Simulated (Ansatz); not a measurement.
Pt (hcp)

Method: PBE, scalar-relativistic; no spin polarisation; PAW, 420 eV, 18×18×10 k-mesh, Gaussian smearing of 0.05 eV; code Ansatz; PAW files: Ansatz's generated set soft_2.

```cif
data_structure
_symmetry_space_group_name_H-M 'P 1'
_symmetry_Int_Tables_number 1
_cell_length_a 2.7574
_cell_length_b 2.7574
_cell_length_c 4.7848
_cell_angle_alpha 90.000
_cell_angle_beta 90.000
_cell_angle_gamma 120.000
_cell_volume 31.51
loop_
_atom_site_label
_atom_site_type_symbol
_atom_site_fract_x
_atom_site_fract_y
_atom_site_fract_z
_atom_site_occupancy
Pt1 Pt 0.33333 0.66667 0.75000 1
Pt2 Pt 0.66667 0.33333 0.25000 1
```

At room temperature and ambient pressure Pt is fcc.

The cell is relaxed to zero pressure at this level.

Path: Γ–M–K–Γ–A–L–H–A | L–M | H–K, with Γ = (0.000, 0.000, 0.000), M = (0.500, 0.000, 0.000), K = (0.333, 0.333, 0.000), A = (0.000, 0.000, 0.500), L = (0.500, 0.000, 0.500), H = (0.333, 0.333, 0.500) in reciprocal vectors of the calculation's cell.

Problem. Is it a metal or an insulator, and if it has a gap, where are the band edges on this path?

Solution. A metal: bands cross the Fermi level.

Bands as a text map, energy in eV from the Fermi level (dashes), each leg drawn with the same width:
```
  4.86 |*                 *  *                                         *   
  4.57 | ****         *   ***                      *                    ***
  4.29 |          ****                         *                           
  4.00 |   *     *  *                                                      
  3.71 |       **  *                                            ***        
  3.43 |                                      *                *           
  3.14 |          *    *                                      *            
  2.86 |         *         *                 *               *             
  2.57 |  *                                                 *              
  2.29 |       **                                   *            **        
  2.00 |                                    *              *    *          
  1.71 |                *                  *              *    *           
  1.43 |                                                   *  *            
  1.14 |                    *             *                                
  0.86 | *    *                                             **             
  0.57 |       *                                     *     ********        
  0.29 |      ***                        ****             *********        
  0.00 |--*********-----**-*-----------------*****-***------**--***--------
 -0.29 |**   *   ****  * ** ******     ***        *   *        *   ****    
 -0.57 |     *     *******        **  *                *   *  *        ****
 -0.86 |*           ***      **    ******  ***        *****  *          ***
 -1.14 |    *          *  *       *       *                **          *   
 -1.43 |    *                  ***            *                *           
 -1.71 |**  *           * * ****         ***   *          ***         *    
 -2.00 | ***              ***           **  *   *    **    *    *    *     
 -2.29 |   *             * *    *      *     *   ****       **     **      
 -2.57 |  *** ***   ***  * *                                 **  ** *******
 -2.86 | ** ** *****   ** * *    *    *       *        *      *****        
        Γ      M      K      Γ      A      L      H      AL       MH      K
```

Spin–orbit coupling, which matters for such heavy elements, is left out.
